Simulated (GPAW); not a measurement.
Input of a GPAW 26.7.0 run:

The input run.py:

```python
from ase.eos import EquationOfState
from ase.io import Trajectory, read
from ase.units import GPa
from gpaw import GPAW, PW

atoms = read('Sb.xyz')

traj = Trajectory('eos.traj', 'w')
volumes, energies = [], []
for x in [0.94, 0.96, 0.98, 1.0, 1.02, 1.04, 1.06]:
    a = atoms.copy()
    a.set_cell(atoms.cell * x**(1 / 3), scale_atoms=True)
    calc = GPAW(mode=PW(600),
                xc='PBE',
                kpts={'size': (10, 10, 10), 'gamma': True},
                occupations={'name': 'fermi-dirac', 'width': 0.05},
                nbands=15,
                convergence={'density': 1e-05, 'energy': 1e-05},
                maxiter=150,
                txt=f'eos-{x:.2f}.txt')
    a.calc = calc
    energies.append(a.get_potential_energy(force_consistent=True))
    volumes.append(a.get_volume())
    p = -a.get_stress()[:3].mean() / GPa
    calc.write(f'eos-{x:.2f}.gpw')
    traj.write(a)
    print(f'{x:.2f} {volumes[-1]:10.4f} A^3 {energies[-1]:14.6f} eV {p:9.3f} GPa', flush=True)

v0, e0, B = EquationOfState(volumes, energies, eos='birchmurnaghan').fit()
print(f'V0 = {v0:.4f} A^3, E0 = {e0:.6f} eV, B0 = {B / GPa:.2f} GPa')
```

File Sb.xyz:

```xyz
1
Lattice="0.0000000000 2.3712425216 2.3712425216 2.3712425216 0.0000000000 2.3712425216 2.3712425216 2.3712425216 0.0000000000" Properties=species:S:1:pos:R:3 pbc="T T T"
Sb     0.0000000000      0.0000000000      0.0000000000
```

Potentials or basis: GPAW PAW data sets (gpaw-data 1.2.1), pw.

The run is started by

```sh
$ OMP_NUM_THREADS=1 python run.py
```

Problem. What does it give for the pressure derivative of the bulk modulus?

Solution. 3.4 (rough: it moves with the points fitted).

Problem. Estimate the equilibrium volume.

Solution. 27.36 Å³/atom.

Problem. Estimate the bulk modulus.

Solution. 58 GPa.

Energy against volume, from the lowest point:
```tsv
volume (Å³/atom)	energy (meV/atom)
25.066	39.37
25.599	22.39
26.133	10.51
26.666	3.17
27.199	0.00
27.733	0.70
28.266	4.99
```

The run has no spin-orbit coupling, so splittings on Sb are missing.
